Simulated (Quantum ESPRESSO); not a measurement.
## AgBr in Quantum ESPRESSO: the effect of functional

The system is AgBr.

```
Ag Br
1.0
     0.00000    2.87015    2.87015
     2.87015    0.00000    2.87015
     2.87015    2.87015    0.00000
Ag Br
1 1
Direct
  0.00000 0.00000 0.00000
  0.50000 0.50000 0.50000
```

Alike in all runs:

| Quantity | Value |
| --- | --- |
| Program | Quantum ESPRESSO 7.5 |
| Task | dielectric tensor |
| Cutoff | 762 eV |
| Density cutoff | 6095 eV |
| k mesh | 6 × 6 × 6, shifted |
| Occupations | fermi-dirac, width 0.05 eV |
| Spin | no spin polarisation |

```tsv
functional	potentials or basis	pressure (GPa)	dielectric constant (mean)
LDA	GBRV 1.5 LDA	?	?
PBEsol	GBRV 1.5 PBEsol	-1.8	6.37
WC	GBRV 1.5 PBE	-1.8	6.41
BLYP	GBRV 1.5 PBE	6.1	5.94
AM05	GBRV 1.5 PBE	-0.9	6.30
```

Problem. What does the run with functional LDA give?

Solution. Pressure -4.4 GPa; dielectric constant 6.57 mean.

Caveats: the potentials were made for another functional, which shifts forces and pressure (some runs); the cell is more than 3 GPa from zero pressure, which shifts response properties (some runs).

Runs at the PBE level aren't shown here.
